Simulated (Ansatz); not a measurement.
# BaS (rocksalt): exact exchange against the cheap answer (a further series), part 3 of 3

How far do hybrid functionals move BaS (rocksalt) from its cheap description, and at what price?

Ansatz 0.2.0; DFT at several levels, plane waves, PAW. The steps go on from the part before.

### 4 LC-ωPBE

Input file input.yaml:

```yaml
crystal:
  lattice:
    - [0.0, 3.193750825, 3.193750825]
    - [3.193750825, 0.0, 3.193750825]
    - [3.193750825, 3.193750825, 0.0]
  atoms:
    - { symbol: Ba, position: [0.5, 0.5, 0.5] }
    - { symbol: S, position: [0.0, 0.0, 0.0] }
basis:
  ecutwfc: 420
  ecutrho_ratio: 4
kpoints:
  mp_grid: { grid: [4, 4, 4] }
hamiltonian:
  xc: lc_wpbe
scf:
  occupations: { method: gaussian, width: 0.05 }
  n_extra_bands: 9
output:
  forces: true
  stress: true
  eigenvalues: true
  populations: true
  dos: { projected: true, de: 0.02 }
```

Started as:

```bash
> ansatz run input.yaml --threads 4 --pin off --max-ram 8192MiB --backend cpu --events-out ev --progress --plain --runs-dir out
```

Output:

```text
Warning: output.stress: scf.convergence.dr2_threshold = 1e-7 eV (the SCF's general default) is looser than the 2e-10 eV advised for a printed stress (1e-10 eV for each atom of the cell: 2). What an SCF threshold leaves in a stress goes as its square root, and in the free energy as the threshold itself, and one threshold admits the most on a small cell: of the crystals measured, under no hybrid functional and no lock of the moments, on runs that ended without the residual-converged pass, on stresses that held no estimate of that error, the worst erred by over 100 MPa in a component at 1e-7 eV an atom and by under 5 at 1e-10. Set scf.convergence.dr2_threshold to 2e-10 eV or tighter. The threshold is an SCF's pass mark: one that does not reach it within its budget of iterations ends unconverged, or closes short of it on a stop that the run arms, and scf.convergence.dr2_threshold's page says what that costs each kind of run
Warning: output.stress: scf.exx.energy_threshold = 1e-6 eV is looser than the 2e-8 eV advised for a stress under a hybrid functional (1e-8 eV for each atom of the cell: 2). Every SCF of the exchange loop can meet its threshold on dr2 while the loop round them stops early: no threshold on dr2 bounds what that leaves in the stress. Set scf.exx.energy_threshold to 2e-8 eV or tighter. The threshold is the loop's pass mark: a loop that does not reach it within its budget of cycles ends unconverged, and scf.exx.energy_threshold's page has the law
Warning: RAYON_NUM_THREADS=4 ignored (pool sized by the plan → 4); use --threads N
scf.n_extra_bands = 9 over 8 filled bands (N_el = 16.0): the run solves 17 bands
Engine: ansatz 0.2.0, aarch64-unknown-linux-gnu
Pseudopotentials: kind: paw
Pseudopotential: Ba, paw, valence charge 10, recommended cutoff 420 eV (normal), Ba.paw.azcp
Pseudopotential: S, paw, valence charge 6, recommended cutoff 420 eV (normal), S.paw.azcp
Functional definition: LC-wPBE
  parameter omega = 0.4/bohr
  exchange = pbe_x_sr(omega) + exact_x_lr(omega)
  correlation = pbe_c
Crystal: 2 atoms, lattice volume = 65.153 Å³
Basis set: ecut = 420 eV, 1243 PW (Γ), exchange–correlation on 64×64×64 points (8 copies of the dense FFT grid, shifted against one another)
Bands: 17, of which v1, the nominal top of the filled ones, is band 8 counted from 1 (7 counted from 0)
Symmetry: 48 space group operations
Space group: Fm-3m (ITA 225), of the structure as read, at distance tolerance 4.0e-5 Å
k-points: 8 of 64
Non-local potential: Ba, projectors of the file, l = 0: 3, l = 1: 2, l = 2: 2, l = 3: 2
Non-local potential: S, projectors of the file, l = 0: 2, l = 1: 2, l = 2: 2
PAW form: soft (Blöchl's): semilocal exchange-correlation on the pseudo side does not see the compensation charge
PAW frozen core: Ba, regenerated for the run's functional, and the local potential with it (the file was generated under x = pbe(κ = 0.804, μ = 0.2195149727645171), c = pbe(β = 0.06672455060314922))
PAW frozen core: S, regenerated for the run's functional, and the local potential with it (the file was generated under x = pbe(κ = 0.804, μ = 0.2195149727645171), c = pbe(β = 0.06672455060314922))
PAW one-centre angular grid: Ba, 194 points (default); XC on 96 Gauss nodes
PAW one-centre angular grid: S, 110 points (default); XC on 64 Gauss nodes
Initial density: superposition of atomic densities (neutral atoms: chi_scale 0, normalization atom), corrected by the library's trained network
Initial wavefunctions: pseudopotential atomic-orbital guess
Functional: x = pbe(κ = 0.804, μ = 0.2195149727645171), c = pbe(β = 0.06672455060314922), warm-up for x = pbe(κ = 0.804, μ = 0.2195149727645171) + 1 (exact − pbe) at long range (ω = 0.7558904498503081 Å⁻¹), c = pbe(β = 0.06672455060314922)
SCF iter   1: F=—  HF=-6855.857518 eV  |F-HF|=—  |Δ(HF+E_count)|=         —  Δρ=7.71e-4  dr2=9.15e-4  ethr=1.77e-3  ⟨swp⟩=13.4  Hψ=909  notcnv=0
preconditioner: auto → none  [insulator: Δε(μ)=2.178 eV  Ē_g=13.667 eV  σ=0.050 eV  W_gap=1.00  n_scr=14 (ndim 8)  ℏωp=17.2 eV  f_vac=0.000  D(μ)=0.00/eV (n_scr^D=0)]
SCF iter   2: F=-6855.857528 eV  HF=-6855.857605 eV  |F-HF|=7.77e-5  |Δ(HF+E_count)|=   8.71e-5  Δρ=3.77e-4  dr2=1.24e-4  ethr=5.72e-6  ⟨swp⟩=4.6  Hψ=397  notcnv=0  defer=9
SCF 1 stopped early in 2 iterations: F = -6855.857528 eV  dr2 = 1.24e-4
Initial density: handed on by an earlier stage of this run
Initial wavefunctions: those handed on with the density
Functional: x = pbe(κ = 0.804, μ = 0.2195149727645171) + 1 (exact − pbe) at long range (ω = 0.7558904498503081 Å⁻¹), c = pbe(β = 0.06672455060314922)
Exchange kernel: α = 0.0000 at short range, 1.0000 at long range (ω = 0.7559 Å⁻¹), several ranges, Wigner–Seitz truncation, v(0) = 8901.7460 eV·Å³, q-mesh 4×4×4, nearest image of the exchange supercell L = 18.07 Å, pair-density grid 25×25×25, without the augmentation charges, whose exchange is taken in its separable form by FFT convolution over the k-point mesh (the finest that the files' search goes to), smooth part of the exact exchange by density-matrix convolution
Frozen-core exchange: fock
SCF iter   1: F=—  HF=-6855.211566 eV  |F-HF|=—  |Δ(HF+E_count)|=         —  Δρ=3.84e-3  dr2=2.76e-2  ethr=7.75e-6  ⟨swp⟩=10.9  Hψ=828  notcnv=0
preconditioner: auto → none  [insulator: Δε(μ)=7.855 eV  Ē_g=21.595 eV  σ=0.050 eV  W_gap=1.00  n_scr=14 (ndim 8)  ℏωp=17.2 eV  f_vac=0.000  D(μ)=0.00/eV (n_scr^D=0)]
SCF iter   2: F=—  HF=-6855.199824 eV  |F-HF|=—  |Δ(HF+E_count)|=   1.17e-2  Δρ=1.44e-3  dr2=1.75e-2  ethr=7.75e-6  ⟨swp⟩=4.5  Hψ=465  notcnv=0
SCF iter   3: F=—  HF=-6855.255488 eV  |F-HF|=—  |Δ(HF+E_count)|=   5.57e-2  Δρ=1.41e-3  dr2=4.11e-3  ethr=7.39e-6  ⟨swp⟩=5.0  Hψ=385  notcnv=0
SCF iter   4: F=—  HF=-6855.258647 eV  |F-HF|=—  |Δ(HF+E_count)|=   3.16e-3  Δρ=6.22e-4  dr2=9.21e-4  ethr=7.39e-6  ⟨swp⟩=3.1  Hψ=314  notcnv=0
SCF iter   5: F=-6855.259617 eV  HF=-6855.259657 eV  |F-HF|=4.05e-5  |Δ(HF+E_count)|=   1.01e-3  Δρ=2.04e-4  dr2=5.85e-5  ethr=2.04e-6  ⟨swp⟩=4.0  Hψ=309  notcnv=0
SCF 2 stopped early in 5 iterations: F = -6855.259617 eV  dr2 = 5.85e-5
hybrid outer 1: dexx = +8.526e-2 eV, tail = 5.95e-4 eV
Exchange kernel: α = 0.0000 at short range, 1.0000 at long range (ω = 0.7559 Å⁻¹), several ranges, Wigner–Seitz truncation, v(0) = 8901.7460 eV·Å³, q-mesh 4×4×4, nearest image of the exchange supercell L = 18.07 Å, pair-density grid 25×25×25, without the augmentation charges, whose exchange is taken in its separable form by FFT convolution over the k-point mesh (the finest that the files' search goes to), smooth part of the exact exchange by density-matrix convolution
Frozen-core exchange: fock
SCF iter   1: F=—  HF=-6855.263564 eV  |F-HF|=—  |Δ(HF+E_count)|=         —  Δρ=1.63e-4  dr2=3.27e-5  ethr=1.86e-5  ⟨swp⟩=6.9  Hψ=467  notcnv=0
preconditioner: auto → none  [insulator: Δε(μ)=7.924 eV  Ē_g=21.562 eV  σ=0.050 eV  W_gap=1.00  n_scr=14 (ndim 8)  ℏωp=17.2 eV  f_vac=0.000  D(μ)=0.00/eV (n_scr^D=0)]
iter 2 solved again at ethr=1.27e-8 eV; its pass at ethr=1.60e-7 eV (dr2=2.03e-6 eV) is discarded
SCF iter   2: F=—  HF=-6855.263607 eV  |F-HF|=—  |Δ(HF+E_count)|=   4.30e-5  Δρ=5.91e-5  dr2=3.96e-6  ethr=1.27e-8  ⟨swp⟩=4.1  Hψ=542  notcnv=0  defer=12
SCF iter   3: F=—  HF=-6855.263614 eV  |F-HF|=—  |Δ(HF+E_count)|=   7.26e-6  Δρ=3.34e-5  dr2=1.85e-6  ethr=1.25e-8  ⟨swp⟩=4.2  Hψ=300  notcnv=0
SCF iter   4: F=—  HF=-6855.263613 eV  |F-HF|=—  |Δ(HF+E_count)|=   5.86e-7  Δρ=1.46e-5  dr2=1.30e-7  ethr=9.86e-9  ⟨swp⟩=3.8  Hψ=246  notcnv=0
SCF iter   5: F=—  HF=-6855.263613 eV  |F-HF|=—  |Δ(HF+E_count)|=   4.54e-8  Δρ=7.76e-6  dr2=4.32e-8  ethr=7.03e-10  ⟨swp⟩=4.6  Hψ=377  notcnv=0  defer=1
SCF iter   6: F=-6855.263613 eV  HF=-6855.263613 eV  |F-HF|=1.71e-10  |Δ(HF+E_count)|=   3.56e-9  Δρ=8.32e-7  dr2=6.01e-10  ethr=2.60e-10  ⟨swp⟩=3.6  Hψ=266  notcnv=0  defer=1
SCF 3 converged in 6 iterations: F = -6855.263613 eV  dr2 = 6.01e-10
  Residual-converged pass: ⟨swp⟩=4.0  Hψ=278  notcnv=0  max |occ|·‖R‖ = 2.2e-6 eV (tolerance 2.4e-6 eV)  dr2=4.85e-10  dr2_onsite=1.81e-11  max |Δocc| = 0.0e0
hybrid outer 2: dexx = +8.522e-5 eV, tail = 5.70e-6 eV, Δε = 1.43e-2 eV (about 1.79e-3 eV left of the loop's levels)
Exchange kernel: α = 0.0000 at short range, 1.0000 at long range (ω = 0.7559 Å⁻¹), several ranges, Wigner–Seitz truncation, v(0) = 8901.7460 eV·Å³, q-mesh 4×4×4, nearest image of the exchange supercell L = 18.07 Å, pair-density grid 25×25×25, without the augmentation charges, whose exchange is taken in its separable form by FFT convolution over the k-point mesh (the finest that the files' search goes to), smooth part of the exact exchange by density-matrix convolution
Frozen-core exchange: fock
SCF iter   1: F=—  HF=-6855.263627 eV  |F-HF|=—  |Δ(HF+E_count)|=         —  Δρ=5.54e-6  dr2=4.21e-8  ethr=1.78e-7  ⟨swp⟩=8.1  Hψ=478  notcnv=0
preconditioner: auto → none  [insulator: Δε(μ)=7.933 eV  Ē_g=21.562 eV  σ=0.050 eV  W_gap=1.00  n_scr=14 (ndim 8)  ℏωp=17.2 eV  f_vac=0.000  D(μ)=0.00/eV (n_scr^D=0)]
SCF iter   2: F=-6855.263627 eV  HF=-6855.263627 eV  |F-HF|=5.49e-9  |Δ(HF+E_count)|=   1.66e-7  Δρ=3.68e-6  dr2=1.18e-8  ethr=1.65e-10  ⟨swp⟩=6.1  Hψ=397  notcnv=0  defer=3
SCF 4 converged in 2 iterations: F = -6855.263627 eV  dr2 = 1.18e-8
  Residual-converged pass: ⟨swp⟩=3.1  Hψ=242  notcnv=0  max |occ|·‖R‖ = 2.0e-6 eV (tolerance 2.4e-6 eV)  dr2=1.17e-8  dr2_onsite=5.98e-10  max |Δocc| = 0.0e0
hybrid outer 3: dexx = +2.657e-7 eV, tail = 1.12e-7 eV, Δε = 1.24e-4 eV (about 3.58e-5 eV left of the loop's levels), ΔF = 3.94e-30 eV/Å (tail 1.12e-29)
Exchange kernel: α = 0.0000 at short range, 1.0000 at long range (ω = 0.7559 Å⁻¹), several ranges, Wigner–Seitz truncation, v(0) = 8901.7460 eV·Å³, q-mesh 4×4×4, nearest image of the exchange supercell L = 18.07 Å, pair-density grid 25×25×25, without the augmentation charges, whose exchange is taken in its separable form by FFT convolution over the k-point mesh (the finest that the files' search goes to), smooth part of the exact exchange by density-matrix convolution
Frozen-core exchange: fock
SCF iter   1: F=—  HF=-6855.263627 eV  |F-HF|=—  |Δ(HF+E_count)|=         —  Δρ=4.04e-6  dr2=1.29e-8  ethr=3.51e-9  ⟨swp⟩=10.0  Hψ=514  notcnv=0
preconditioner: auto → none  [insulator: Δε(μ)=7.933 eV  Ē_g=21.561 eV  σ=0.050 eV  W_gap=1.00  n_scr=14 (ndim 8)  ℏωp=17.2 eV  f_vac=0.000  D(μ)=0.00/eV (n_scr^D=0)]
SCF iter   2: F=-6855.263627 eV  HF=-6855.263627 eV  |F-HF|=7.82e-11  |Δ(HF+E_count)|=  3.12e-10  Δρ=1.66e-6  dr2=1.69e-9  ethr=7.88e-11  ⟨swp⟩=4.9  Hψ=286  notcnv=0  defer=13
SCF 5 converged in 2 iterations: F = -6855.263627 eV  dr2 = 1.69e-9
  Residual-converged pass: ⟨swp⟩=3.5  Hψ=254  notcnv=0  max |occ|·‖R‖ = 2.1e-6 eV (tolerance 2.4e-6 eV)  dr2=1.69e-9  dr2_onsite=2.19e-10  max |Δocc| = 0.0e0
hybrid outer 4: dexx = +5.428e-9 eV, tail = 5.75e-9 eV, Δε = 1.05e-4 eV (about 4.95e-5 eV left of the loop's levels), ΔF = 3.42e-30 eV/Å (tail 7.32e-30)
hybrid SCF converged: 4 outer / 15 inner (+2 warm-up), last move |dexx| = 5.43e-9 eV, tail = 5.75e-9 eV
Stability not checked: this state was not tested for a lower state beside it, because the functional holds exact exchange (a hybrid, or Hartree-Fock), whose exchange loop this test does not read (fock_operator; see scf.lower_state_search)
Free energy (F): -6855.263627 eV
Frozen-core exchange: fock
Harris-Foulkes:  -6855.263627 eV  (|F-HF|=7.82e-11)
Internal energy: -6855.263627 eV  (E = F + TS)
E sigma→0 (E₀):  -6855.263627 eV
Fermi energy:    6.301827 eV
--- Per-component energies (eV) ---
  E_band       = -125.969699
  E_kinetic    = 277.935437
  E_local      = -401.635470  (includes V_loc(G=0)·N_el)
  E_nonlocal   = 83.410268
  E_hartree    = 127.609199
  E_xc         = -160.857740
  E_vxc        = -143.575851  (∫ρ·V_xc dr)
  E_exx        = -78.765752  (= α·E_x^exact, valence–valence)
  E_paw        = -5852.760055  (= ΣΔE_a)
  E_vpaw       = -39.791487  (= ΣTr[D̂ρ^β])
  E_aug_tail   = -0.000000  (compensation charges beyond the density's cutoff)
  E_ewald      = -850.237345
  E_core_change = 0.037830  (= ΣΔE_core)
  E_smearing   = -0.000000  (= −TS)
  E_closure    = 0.000001  (closes the sum)
  Σ components = -6855.263627   (vs F -6855.263627, Δ=0.00e0)
--- Forces (eV/Å), atoms counted from 1 ---
  atom   1  Ba     0.00000000    -0.00000000     0.00000000
  atom   2  S     -0.00000000     0.00000000    -0.00000000
  max |Σ_I F_I| component: 7.00e-30 eV/Å
--- Stress (GPa, compression-positive) ---
        0.112068       0.000000      -0.000000
       -0.000000       0.112068      -0.000000
        0.000000      -0.000000       0.112068
  P = ⅓ Tr σ = 0.1121 GPa (1.121 kbar)
--- Band table (eV; the first three rows and the last of 8) ---
  k-point 0: bands = ["-26.4520", "-10.1614", "-10.0122", "-10.0122", "-10.0122", "2.3352", "2.3352", "2.3352", "11.8431", "12.5303", "12.5303", "12.5303", "13.5211", "13.5211", "16.3165", "20.7818", "20.7818"]
  k-point 1: bands = ["-26.4181", "-11.3817", "-10.0272", "-10.0272", "-8.6772", "0.9466", "1.6287", "1.6287", "12.5107", "13.5451", "13.5451", "13.8769", "15.2841", "15.2841", "18.3858", "19.8484", "19.8484"]
  k-point 2: bands = ["-26.3836", "-11.8986", "-10.0421", "-10.0421", "-8.0227", "-0.1582", "1.0417", "1.0417", "13.7210", "14.4806", "15.5549", "15.5549", "17.0953", "17.0953", "18.5140", "18.5140", "19.6767"]
  k-point 7: bands = ["-26.3628", "-11.0731", "-10.5097", "-10.5097", "-8.8689", "0.9435", "1.6828", "1.6828", "12.7866", "12.7866", "15.3949", "15.8092", "16.9656", "18.8374", "18.8374", "18.9180", "19.7358"]
--- Löwdin populations: 2 sites ---
  site symbol       q [e]
     0     Ba      8.3905
     1      S      7.3933
  spilling = 0.013508 (of n_electrons = 16.000000)
```

Run time: 11 s. Hardware: 4 threads of Arm Neoverse V1, shared host; peak memory 0.86 GiB.

Result: volume 32.576 Å³/atom, pressure 0.11 GPa, mesh gap 7.93 eV.

States per cell in windows of 1 eV (zero at the valence-band top), total and by projection:

| from | to | total | S 3p | Ba 6s |
| --- | --- | --- | --- | --- |
| -6 | -5 | 0.00 | 0.00 | 0.00 |
| -5 | -4 | 0.00 | 0.00 | 0.00 |
| -4 | -3 | 0.00 | 0.00 | 0.00 |
| -3 | -2 | 0.14 | 0.11 | 0.03 |
| -2 | -1 | 2.46 | 2.11 | 0.19 |
| -1 | 0 | 3.40 | 3.17 | 0.00 |
| 0 | 1 | 0.00 | 0.00 | 0.00 |
| 1 | 2 | 0.00 | 0.00 | 0.00 |
| 2 | 3 | 0.00 | 0.00 | 0.00 |
| 3 | 4 | 0.00 | 0.00 | 0.00 |
| 4 | 5 | 0.00 | 0.00 | 0.00 |
| 5 | 6 | 0.00 | 0.00 | 0.00 |
| 6 | 7 | 0.00 | 0.00 | 0.00 |
| 7 | 8 | 0.00 | 0.00 | 0.00 |
| 8 | 9 | 0.14 | 0.00 | 0.00 |
| 9 | 10 | 1.09 | 0.01 | 0.03 |
| 10 | 11 | 0.96 | 0.01 | 0.03 |

### 5 All levels side by side

The summary covers parts 1 to 3.

| level | exact exchange | gap on the mesh (eV) | change of gap (eV) | pressure (GPa) | wall time | CPU time |
| --- | --- | --- | --- | --- | --- | --- |
| PBE (earlier series) | 0.00 | 2.20 | 0 | 0.9 | 0.49 s | 1.2 s |
| HSE06 form (screening 0.4 Å⁻¹) | 0.25 | 2.74 | +0.53 | 0.5 | 7.9 s | 25 s |
| Hartree–Fock | 1.00 | 9.11 | +6.91 | 5.4 | 8.9 s | 28 s |
| LC-ωPBE | by range | 7.93 | +5.73 | 0.1 | 11 s | 34 s |

Changes count from PBE. Times are on 4 threads of Arm Neoverse V1, shared host; the hybrid runs also made densities of states.

Against 2.20 eV at PBE, the runs with exact exchange give 2.74 (HSE06 form (screening 0.4 Å⁻¹)) to 9.11 eV (Hartree–Fock). The pressure spans 0.1 to 5.4 GPa, negative where a level wants a smaller cell on this coarse mesh, whose own error is in all of them. The median run with exact exchange took 23 times the CPU time of the cheap one. Against the measured gap of BaS, 3.806 eV (indirect; 2 K; a printed reference work, monograph, original work of 1988), the calculated 9.11 eV is off by +139.4 %. So large a miss can be the level of theory's own, or it may mean another phase, state or a wrong row. That is the widest gap here, from Hartree–Fock, over a coarse mesh. Gaps are over this coarse mesh alone, and total energies of different levels can't be compared. The program warned that the SCF threshold is loose for the stress of this hybrid run.
